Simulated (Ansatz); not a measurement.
## NaF (Villiaumite) under changes of volume

One of the cells (12.487 Å³/atom); the others are scaled copies at fixed shape and fractional positions:

```
CELL_PARAMETERS angstrom
0.00000 2.32000 2.32000
2.32000 0.00000 2.32000
2.32000 2.32000 0.00000
ATOMIC_POSITIONS crystal
Na 0.00000 0.00000 0.00000
F 0.50000 0.50000 0.50000
```

| Property | Result |
| --- | --- |
| Program | Ansatz 0.2.0 |
| Functional | PBE0 |
| Potentials or basis | Ansatz PAW |
| Cutoff | 420 eV (not typed: the program's choice for these potentials) |
| k mesh | 6 × 6 × 6 |
| Occupations | fermi-dirac, width 0.05 eV |
| Spin | no spin polarisation |

| volume (Å³/atom) | energy over the lowest point (meV/atom) | pressure (GPa) | gap on the mesh (eV) |
| --- | --- | --- | --- |
| 11.738 | ? | ? | ? |
| 11.988 | 2.94 | 2.1 | 9.47 |
| 12.237 | 0.62 | 0.9 | 9.35 |
| 12.487 | 0.00 | -0.1 | 9.23 |
| 12.737 | 0.93 | -1.0 | 9.11 |
| 12.987 | 3.12 | -1.9 | 9.00 |
| 13.236 | 6.66 | -2.6 | 8.89 |

Question: What does the run at 11.738 Å³/atom give?

Answer: Energy over the lowest point 7.17 meV/atom; pressure 3.4 GPa; gap on the mesh 9.61 eV.

Worked out: A Birch-Murnaghan fit of order 3 (a polynomial in V^(-2/3)) to the other rows has its minimum at 12.46 Å³/atom with B0 = V·E''(V) = 49 GPa and B' = 4.0. It gives 7.10 meV/atom at 11.738 Å³/atom, against the run's 7.17, and -dE/dV = 3.3 GPa, against 3.4. A straight line through the other rows of the gap, of slope -5.87 eV per unit of ln V (its deformation potential), extrapolates to 9.59 eV, against the run's 9.61.

Energies are extrapolated to zero smearing.

Caveats: the PAW data sets come from PBE, with cores solved anew for the run's functional, which leaves a small shift of forces and pressure; the thresholds are loose for stress.
